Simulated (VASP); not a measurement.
# PbSe in VASP: one cell, several levels of theory

Aim: gap, levels, forces and stress of PbSe built on the wurtzite prototype, under -2.0 % shear in the xy plane at fixed geometry. Runs: PBE, r2SCAN. This is a trial cell built on a prototype, not taken from a measured structure, and it needn't be the compound's ground state.

Code: VASP 6.6.1. PAW datasets, plane waves. No spin polarisation and no zero-point or thermal motion; the cell was built from a prototype and may be hypothetical.

## 1. The system as given

The cell comes from an earlier relaxation with r2SCAN in another program, then strained, with the atoms relaxed again.

It is monoclinic, P2_1 (No. 4); a = 5.128 Å, b = 6.215 Å, c = 5.174 Å, β = 119.1° in the conventional setting, 36.02 Å³ an atom. Pb has 5 Se at 2.98–3.14 Å; Se has 5 Pb at 2.98–3.14 Å.

As a file:

```xyz
4
Lattice="5.1741 -0.0530 0.0000 -2.6330 4.5075 0.0000 0.0000 0.0000 6.2148" Properties=species:S:1:pos:R:3 pbc="T T T"
Pb   -0.0200    2.9876   -0.4032
Pb    2.5611    1.4668    2.7042
Se   -0.0242    2.9875    2.7337
Se    2.5653    1.4669    5.8411
```

## 2. Single point with PBE

INCAR reads:

```
ENCUT = 520.000000
SIGMA = 0.020000
EDIFF = 1.00e-07
GGA = PE
PREC = Accurate
IBRION = -1
ISIF = 2
ISMEAR = -1
NBANDS = 28
NELM = 120
NSW = 0
LASPH = .TRUE.
LCHARG = .FALSE.
LWAVE = .FALSE.
LREAL = .FALSE.
```

KPOINTS reads:

```
KPOINTS created by Atomic Simulation Environment
0
Gamma
6 6 4
0 0 0
```

KPOINTS_OPT reads:

```
special points
6
Reciprocal
0.0000000000 0.0000000000 0.0000000000 1
0.5000000000 0.0000000000 0.0000000000 1
0.3333333333 0.3333333333 0.0000000000 1
0.0000000000 0.0000000000 0.5000000000 1
0.5000000000 0.0000000000 0.5000000000 1
0.3333333333 0.3333333333 0.5000000000 1
```

POSCAR reads:

```
Pb Se
 1.0000000000000000
     5.1741442663999999   -0.0530349787000000    0.0000000000000000
    -2.6330017721000001    4.5074578669000003    0.0000000000000000
     0.0000000000000000    0.0000000000000000    6.2147757150000000
 Pb  Se
   2   2
Cartesian
 -0.0199999235372804  2.9876221262040401 -0.4031643317556611
  2.5611424178372797  1.4668007619959600  2.7042235257443390
 -0.0241896307016338  2.9875003624582681  2.7337052248806613
  2.5653321250016337  1.4669225257417318  5.8410930823806604
```

Potentials: the recommended PBE PAW datasets, 40 valence electrons in the neutral cell.

Run with:

```
> mpirun -np 1 vasp_std
```

Standard output, without the iteration lines:

```text
POSCAR found type information on POSCAR PbSe
 POSCAR found :  2 types and       4 ions
 LDA part: xc-table for (Slater+PW92), standard interpolation
 POSCAR, INCAR and KPOINTS ok, starting setup
 FFT: planning ... GRIDC
 FFT: planning ... GRID_SOFT
 FFT: planning ... GRID
 WAVECAR not read
 entering main loop
 Start KPOINTS_OPT (optional k-point list driver)
k-point batch [1-6\6]
```

OSZICAR:

```text
N       E                     dE             d eps       ncg     rms          rms(c)
DAV:   1     0.408437366803E+03    0.40844E+03   -0.18250E+04  3360   0.141E+03
DAV:   2     0.299295814175E+02   -0.37851E+03   -0.36725E+03  3428   0.376E+02
DAV:   3    -0.147215670142E+02   -0.44651E+02   -0.43677E+02  4340   0.148E+02
DAV:   4    -0.167545462863E+02   -0.20330E+01   -0.20256E+01  3940   0.356E+01
DAV:   5    -0.168274640250E+02   -0.72918E-01   -0.72910E-01  4312   0.713E+00    0.409E+00
DAV:   6    -0.160715823598E+02    0.75588E+00   -0.17623E+00  4684   0.729E+00    0.215E+00
DAV:   7    -0.160640014772E+02    0.75809E-02   -0.36600E-01  3560   0.229E+00    0.132E+00
DAV:   8    -0.160766390239E+02   -0.12638E-01   -0.57056E-02  4032   0.201E+00    0.471E-01
DAV:   9    -0.160723435721E+02    0.42955E-02   -0.13093E-02  4728   0.973E-01    0.127E-01
DAV:  10    -0.160734054016E+02   -0.10618E-02   -0.25192E-03  3916   0.247E-01    0.421E-02
DAV:  11    -0.160736503341E+02   -0.24493E-03   -0.46239E-04  3620   0.129E-01    0.128E-02
DAV:  12    -0.160736731836E+02   -0.22849E-04   -0.37545E-05  3932   0.334E-02    0.493E-03
DAV:  13    -0.160736816040E+02   -0.84204E-05   -0.14312E-05  3488   0.182E-02    0.357E-03
DAV:  14    -0.160736820034E+02   -0.39938E-06   -0.11656E-06  3548   0.806E-03    0.613E-04
DAV:  15    -0.160736820598E+02   -0.56360E-07   -0.14608E-07  2948   0.218E-03
   1 F= -.16073682E+02 E0= -.16073682E+02  d E =-.933683E-12
       N       E                     dE             ncg
DAV:   1     0.651077744055E+04   -0.45569E+04      336
DAV:   2     0.426955270049E+04   -0.22412E+04      344
DAV:   3     0.401178122537E+04   -0.25777E+03      440
DAV:   4     0.400031614111E+04   -0.11465E+02      376
DAV:   5     0.399987207566E+04   -0.44407E+00      448
DAV:   6     0.399985910025E+04   -0.12975E-01      432
DAV:   7     0.399985878541E+04   -0.31484E-03      480
DAV:   8     0.399985878208E+04   -0.33342E-05      432
DAV:   9     0.399985878201E+04   -0.70282E-07      284
```

The lines after F= are the extra pass for the points of KPOINTS_OPT, at fixed density; their E is not a total energy.

OUTCAR, selected sections:

```text
k-points           NKPTS =     60   k-points in BZ     NKDIM =     60   number of bands    NBANDS=     28

   NELECT =      40.0000    total number of electrons

   dimension x,y,z NGX =    40 NGY =   40 NGZ =   48
   dimension x,y,z NGXF=    80 NGYF=   80 NGZF=   96

  energy-cutoff  :      520.00
  volume of cell :      144.07
      direct lattice vectors                 reciprocal lattice vectors
     5.174144266 -0.053034979  0.000000000     0.194432834  0.113576657  0.000000000
    -2.633001772  4.507457867  0.000000000     0.002287707  0.223190891  0.000000000
     0.000000000  0.000000000  6.214775715     0.000000000  0.000000000  0.160906853

 k-points in reciprocal lattice and weights: KPOINTS created by Atomic Simulation Env
   0.00000000  0.00000000  0.00000000       0.007
   0.16666667 -0.00000000  0.00000000       0.014
   0.33333333  0.00000000  0.00000000       0.014
   0.50000000 -0.00000000  0.00000000       0.007
   0.00000000  0.16666667  0.00000000       0.014
   0.16666667  0.16666667  0.00000000       0.014
   0.33333333  0.16666667  0.00000000       0.014
   0.50000000  0.16666667  0.00000000       0.014
[... 52 more k-points ...]

 E-fermi :   3.5641

 k-point     1 :       0.0000    0.0000    0.0000
  band No.  band energies     occupation
      1     -13.7589      2.00000
      2     -13.6824      2.00000
      3     -13.6811      2.00000
      4     -13.6805      2.00000
      5     -13.6804      2.00000
      6     -13.6763      2.00000
      7     -13.6762      2.00000
      8     -13.6643      2.00000
      9     -13.6422      2.00000
     10     -13.6416      2.00000
     11      -9.9722      2.00000
     12      -8.7763      2.00000
     13      -4.1394      2.00000
     14      -3.2221      2.00000
     15      -1.2664      2.00000
     16       0.1622      2.00000
     17       0.2144      2.00000
     18       1.3775      2.00000
     19       1.4003      2.00000
     20       1.4139      2.00000
     21       4.8276      0.00000
     22       4.8537      0.00000
     23       6.2819      0.00000
     24       6.2948      0.00000
     25       7.7809      0.00000
     26       7.8586      0.00000
     27       8.8905      0.00000
     28       9.4242      0.00000

 k-point     2 :       0.1667   -0.0000    0.0000
  band No.  band energies     occupation
      1     -13.7576      2.00000
      2     -13.6898      2.00000
      3     -13.6802      2.00000
      4     -13.6784      2.00000
      5     -13.6779      2.00000
      6     -13.6758      2.00000
      7     -13.6756      2.00000
      8     -13.6624      2.00000
      9     -13.6442      2.00000
     10     -13.6404      2.00000
     11      -9.8589      2.00000
     12      -8.7690      2.00000
     13      -4.4145      2.00000
     14      -3.5579      2.00000
     15      -1.1312      2.00000
     16      -0.0317      2.00000
     17       0.5187      2.00000
     18       1.2102      2.00000
     19       1.2776      2.00000
     20       1.7270      2.00000
     21       4.6473      0.00000
     22       5.2875      0.00000
     23       6.2057      0.00000
     24       6.7126      0.00000
     25       7.6661      0.00000
     26       8.5969      0.00000
     27       8.8448      0.00000
     28       9.0880      0.00000

 k-point     3 :       0.3333    0.0000    0.0000
  band No.  band energies     occupation
      1     -13.7533      2.00000
      2     -13.7066      2.00000
      3     -13.6805      2.00000
      4     -13.6768      2.00000
      5     -13.6740      2.00000
      6     -13.6705      2.00000
      7     -13.6693      2.00000
      8     -13.6607      2.00000
      9     -13.6485      2.00000
     10     -13.6384      2.00000
     11      -9.5687      2.00000
     12      -8.8104      2.00000
     13      -4.8250      2.00000
     14      -4.2028      2.00000
     15      -0.7657      2.00000
     16      -0.3518      2.00000
     17       0.7351      2.00000
     18       0.8834      2.00000
     19       1.0682      2.00000
     20       2.2254      2.00000
     21       5.0130      0.00000
     22       6.3181      0.00000
     23       6.3968      0.00000
     24       7.4010      0.00000
     25       7.6430      0.00000
     26       8.2565      0.00000
     27       8.6733      0.00000
     28       9.4335      0.00000

[... the tables of k-points 4 to 60 left out ...]

  Total        0.6520913      0.6564786      0.7909247     -0.0083049      0.0000000      0.0000000
  in kB        7.2515599      7.3003487      8.7954522     -0.0923549      0.0000000      0.0000000
  external PRESSURE =       7.7824536 kB  Pullay stress =       0.0000000 kB

 POSITION                                       TOTAL-FORCE (eV/Angst)
 -----------------------------------------------------------------------------------
     -0.02000      2.98762      5.81161         0.003656     -0.000200      0.007944
      2.56114      1.46680      2.70422        -0.003656      0.000200      0.007944
     -0.02419      2.98750      2.73371         0.006230     -0.000095     -0.007944
      2.56533      1.46692      5.84109        -0.006230      0.000095     -0.007944
 -----------------------------------------------------------------------------------
    total drift:                                0.000000      0.000000     -0.000901

  FREE ENERGIE OF THE ION-ELECTRON SYSTEM (eV)
  ---------------------------------------------------
  free  energy   TOTEN  =       -16.0736820598 eV

  energy  without entropy=      -16.0736820598  energy(sigma->0) =      -16.07368206
```

Run time: 1.7 min. Hardware: 1 MPI rank of Intel Xeon 6975P-C, shared host; peak memory 0.51 GiB.

The levels at the points of KPOINTS_OPT are read from vasprun.xml.

Band energies at the special points (eV, zero at the top of v, the last band that the electrons fill by count):

| point | v−1 | v | c | c+1 |
| --- | --- | --- | --- | --- |
| Γ | -1.68 | -1.67 | 1.75 | 1.77 |
| M | -2.11 | -0.67 | 2.71 | 3.29 |
| K | -0.54 | -0.44 | 2.43 | 2.51 |
| A | -1.28 | -1.28 | 2.13 | 2.13 |
| L | -0.67 | -0.67 | 1.41 | 1.41 |
| H | 0.00 | 0.00 | 1.17 | 1.17 |

Gap with PBE: 1.17 eV, direct (H). The pressure is 0.78 GPa, and the largest force is 0.010 eV/Å, on atom 3 (Se).

## 3. r2SCAN at this geometry

INCAR reads:

```
ENCUT = 520.000000
SIGMA = 0.010000
EDIFF = 1.00e-07
ALGO = Normal
METAGGA = R2SCAN
PREC = Accurate
IBRION = -1
ISIF = 2
ISMEAR = 0
NBANDS = 28
NELM = 120
NSW = 0
LASPH = .TRUE.
LCHARG = .FALSE.
LWAVE = .FALSE.
LREAL = .FALSE.
```

KPOINTS is that of step 2.

KPOINTS_OPT is that of step 2.

POSCAR is that of step 2.

Run with:

```
> mpirun -np 1 vasp_std
```

Standard output, without the iteration lines:

```text
POSCAR found type information on POSCAR PbSe
 POSCAR found :  2 types and       4 ions
 -----------------------------------------------------------------------------
|                                                                             |
|                                                                             |
|     You enforced a specific xc type in the INCAR file but a different       |
|     I HOPE YOU KNOW WHAT YOU ARE DOING!                                     |
|                                                                             |
 -----------------------------------------------------------------------------

 LDA part: xc-table for (None), standard interpolation
 POSCAR, INCAR and KPOINTS ok, starting setup
 FFT: planning ... GRIDC
 FFT: planning ... GRID_SOFT
 FFT: planning ... GRID
 WAVECAR not read
 entering main loop
 Start KPOINTS_OPT (optional k-point list driver)
k-point batch [1-6\6]
```

OSZICAR:

```text
N       E                     dE             d eps       ncg     rms          rms(c)
DAV:   1     0.284754859667E+03    0.28475E+03   -0.18582E+04  3360   0.144E+03
DAV:   2    -0.105365536542E+03   -0.39012E+03   -0.37841E+03  3412   0.384E+02
DAV:   3    -0.151033280104E+03   -0.45668E+02   -0.44718E+02  4360   0.151E+02
DAV:   4    -0.153117789202E+03   -0.20845E+01   -0.20764E+01  3912   0.362E+01
DAV:   5    -0.153197737299E+03   -0.79948E-01   -0.79938E-01  4324   0.743E+00    0.435E+00
DAV:   6    -0.143391251724E+03    0.98065E+01   -0.42118E+00  4236   0.286E+01    0.307E+00
DAV:   7    -0.143367269609E+03    0.23982E-01   -0.67476E-01  3988   0.529E+00    0.161E+00
DAV:   8    -0.143392573904E+03   -0.25304E-01   -0.36266E-02  3724   0.195E+00    0.781E-01
DAV:   9    -0.143402037756E+03   -0.94639E-02   -0.21396E-02  3544   0.135E+00    0.267E-01
DAV:  10    -0.143401616181E+03    0.42157E-03   -0.18245E-03  4164   0.562E-01    0.844E-02
DAV:  11    -0.143402222095E+03   -0.60591E-03   -0.14495E-03  3432   0.362E-01    0.885E-02
DAV:  12    -0.143402097377E+03    0.12472E-03   -0.34303E-04  3736   0.236E-01    0.173E-02
DAV:  13    -0.143402097970E+03   -0.59373E-06   -0.52437E-05  4264   0.603E-02    0.491E-03
DAV:  14    -0.143402097574E+03    0.39619E-06   -0.27359E-06  4044   0.174E-02    0.344E-03
DAV:  15    -0.143402097767E+03   -0.19316E-06   -0.60551E-07  3488   0.787E-03    0.108E-03
DAV:  16    -0.143402097687E+03    0.80629E-07   -0.40578E-08  2284   0.137E-03
   1 F= -.14340210E+03 E0= -.14340210E+03  d E =-.115411E-37
       N       E                     dE             ncg
DAV:   1     0.645212822514E+04   -0.46155E+04      336
DAV:   2     0.413847713072E+04   -0.23137E+04      344
DAV:   3     0.387120336527E+04   -0.26727E+03      436
DAV:   4     0.385952002993E+04   -0.11683E+02      376
DAV:   5     0.385905356399E+04   -0.46647E+00      440
DAV:   6     0.385903874981E+04   -0.14814E-01      448
DAV:   7     0.385903842909E+04   -0.32072E-03      456
DAV:   8     0.385903842457E+04   -0.45192E-05      448
DAV:   9     0.385903842449E+04   -0.76971E-07      260
```

OUTCAR, selected sections:

```text
k-points           NKPTS =     60   k-points in BZ     NKDIM =     60   number of bands    NBANDS=     28

   NELECT =      40.0000    total number of electrons

   dimension x,y,z NGX =    40 NGY =   40 NGZ =   48
   dimension x,y,z NGXF=    80 NGYF=   80 NGZF=   96

  energy-cutoff  :      520.00
  volume of cell :      144.07
      direct lattice vectors                 reciprocal lattice vectors
     5.174144266 -0.053034979  0.000000000     0.194432834  0.113576657  0.000000000
    -2.633001772  4.507457867  0.000000000     0.002287707  0.223190891  0.000000000
     0.000000000  0.000000000  6.214775715     0.000000000  0.000000000  0.160906853

 k-points in reciprocal lattice and weights: KPOINTS created by Atomic Simulation Env
   0.00000000  0.00000000  0.00000000       0.007
   0.16666667 -0.00000000  0.00000000       0.014
   0.33333333  0.00000000  0.00000000       0.014
   0.50000000 -0.00000000  0.00000000       0.007
   0.00000000  0.16666667  0.00000000       0.014
   0.16666667  0.16666667  0.00000000       0.014
   0.33333333  0.16666667  0.00000000       0.014
   0.50000000  0.16666667  0.00000000       0.014
[... 52 more k-points ...]

 E-fermi :   2.9870

 k-point     1 :       0.0000    0.0000    0.0000
  band No.  band energies     occupation
      1     -14.5646      2.00000
      2     -14.4764      2.00000
      3     -14.4753      2.00000
      4     -14.4741      2.00000
      5     -14.4741      2.00000
      6     -14.4691      2.00000
      7     -14.4686      2.00000
      8     -14.4587      2.00000
      9     -14.4347      2.00000
     10     -14.4345      2.00000
     11     -10.6866      2.00000
     12      -9.4303      2.00000
     13      -4.4809      2.00000
     14      -3.4613      2.00000
     15      -1.5885      2.00000
     16      -0.1418      2.00000
     17      -0.0912      2.00000
     18       1.0674      2.00000
     19       1.0984      2.00000
     20       1.1031      2.00000
     21       4.8554      0.00000
     22       4.8818      0.00000
     23       6.3573      0.00000
     24       6.3700      0.00000
     25       7.6183      0.00000
     26       8.0266      0.00000
     27       9.0521      0.00000
     28       9.7322      0.00000

 k-point     2 :       0.1667   -0.0000    0.0000
  band No.  band energies     occupation
      1     -14.5626      2.00000
      2     -14.4849      2.00000
      3     -14.4737      2.00000
      4     -14.4723      2.00000
      5     -14.4707      2.00000
      6     -14.4692      2.00000
      7     -14.4681      2.00000
      8     -14.4566      2.00000
      9     -14.4367      2.00000
     10     -14.4334      2.00000
     11     -10.5677      2.00000
     12      -9.4232      2.00000
     13      -4.7784      2.00000
     14      -3.8356      2.00000
     15      -1.4506      2.00000
     16      -0.3410      2.00000
     17       0.2384      2.00000
     18       0.9101      2.00000
     19       0.9677      2.00000
     20       1.4490      2.00000
     21       4.6352      0.00000
     22       5.3310      0.00000
     23       6.2741      0.00000
     24       6.8090      0.00000
     25       7.8356      0.00000
     26       8.7189      0.00000
     27       8.7520      0.00000
     28       9.3570      0.00000

 k-point     3 :       0.3333    0.0000    0.0000
  band No.  band energies     occupation
      1     -14.5568      2.00000
      2     -14.5037      2.00000
      3     -14.4732      2.00000
      4     -14.4698      2.00000
      5     -14.4665      2.00000
      6     -14.4644      2.00000
      7     -14.4624      2.00000
      8     -14.4548      2.00000
      9     -14.4411      2.00000
     10     -14.4313      2.00000
     11     -10.2635      2.00000
     12      -9.4678      2.00000
     13      -5.2175      2.00000
     14      -4.5418      2.00000
     15      -1.0780      2.00000
     16      -0.6706      2.00000
     17       0.4371      2.00000
     18       0.6320      2.00000
     19       0.7567      2.00000
     20       1.9920      2.00000
     21       5.0165      0.00000
     22       6.3931      0.00000
     23       6.4853      0.00000
     24       7.5207      0.00000
     25       7.7915      0.00000
     26       8.3917      0.00000
     27       8.9108      0.00000
     28       9.5824      0.00000

[... the tables of k-points 4 to 60 left out ...]

  Total       -0.0043134      0.0003718     -0.0234421     -0.0280275      0.0000000      0.0000000
  in kB       -0.0479671      0.0041349     -0.2606870     -0.3116791      0.0000000      0.0000000
  external PRESSURE =      -0.1015064 kB  Pullay stress =       0.0000000 kB

 POSITION                                       TOTAL-FORCE (eV/Angst)
 -----------------------------------------------------------------------------------
     -0.02000      2.98762      5.81161         0.000328     -0.000065      0.001375
      2.56114      1.46680      2.70422        -0.000328      0.000065      0.001375
     -0.02419      2.98750      2.73371         0.002610      0.000025     -0.001375
      2.56533      1.46692      5.84109        -0.002610     -0.000025     -0.001375
 -----------------------------------------------------------------------------------
    total drift:                                0.000000      0.000000     -0.000651

  FREE ENERGIE OF THE ION-ELECTRON SYSTEM (eV)
  ---------------------------------------------------
  free  energy   TOTEN  =      -143.4020976866 eV

  energy  without entropy=     -143.4020976866  energy(sigma->0) =     -143.40209769
```

Wall time 6.2 min (1 MPI rank of Intel Xeon 6975P-C, shared host); peak memory 0.49 GiB.

The levels at the points of KPOINTS_OPT are read from vasprun.xml.

Band energies at the special points (eV, zero at the top of v, the last band that the electrons fill by count):

| point | v−1 | v | c | c+1 |
| --- | --- | --- | --- | --- |
| Γ | -1.80 | -1.80 | 1.96 | 1.98 |
| M | -2.19 | -0.70 | 2.98 | 3.50 |
| K | -0.57 | -0.47 | 2.73 | 2.81 |
| A | -1.33 | -1.33 | 2.35 | 2.35 |
| L | -0.69 | -0.69 | 1.70 | 1.70 |
| H | 0.00 | 0.00 | 1.49 | 1.49 |

r2SCAN gives a direct gap of 1.49 eV at H. Pressure: -0.01 GPa; the forces vanish within 0.01 eV/Å.

## 4. What came out

```
 level  gap (eV)  pressure (GPa)
   PBE      1.17            0.78
r2SCAN      1.49           -0.01
```

The gap spans 1.17 eV (PBE) to 1.49 eV (r2SCAN). Spin-orbit coupling is left out, though the cell holds Pb (Z = 82); in an element this heavy it can shift bands and gaps by tenths of an eV. The pressure is highest with PBE (0.8 GPa) and lowest with r2SCAN (0.0 GPa), which orders the cells that they would relax to.
